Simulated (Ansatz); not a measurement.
Does SrTiO3 in Pm-3m form from SrO and TiO2?

Plane-wave DFT in Ansatz with scalar-relativistic PAW potentials, cutoff 420 eV, Γ-centred meshes chosen by cell and gap, Gaussian smearing with energies taken to zero width. Every cell was relaxed (cell and atoms) in a run of its own, within the symmetry of its start. Functional: PBE+D3(BJ).

The ternary relaxed to Pm-3m, 5 atoms in the computed cell, a = 3.910 Å; sites (symmetry × multiplicity) Sr m-3m × 1, Ti m-3m × 1, O 4/mm.m × 3.

Total energies hold large constants for each element; a whole number of eV per atom of each element is taken off below, which cancels in a balanced reaction.

```tsv
compound	lowest structure computed	structures tried	V (Å³/atom)	gap on mesh (eV)	E (eV per formula unit, common shift removed)
SrTiO3	Pm-3m	1	11.95	1.88	-16.7967
SrO	Fm-3m	3	17.07	3.32	-6.1115
TiO2	Pbcn	4	10.27	2.67	-9.4166
```

Question: Balance the reaction and work out its energy at 0 K.

Answer: The balance is SrO + TiO2 → SrTiO3. ΔE = -1.269 eV per formula unit, -254 meV/atom, and the volume changes by -8.0 %. The ternary lies below these binaries, so it can form from them; whether it is stable also hangs on other ternaries and on other oxidation states, which this balance leaves out. A lower form of a binary that wasn't tried would raise the value, and a lower form of the ternary would lower it. This functional puts TiO2 lowest in Pbcn, which isn't its usual phase at room temperature.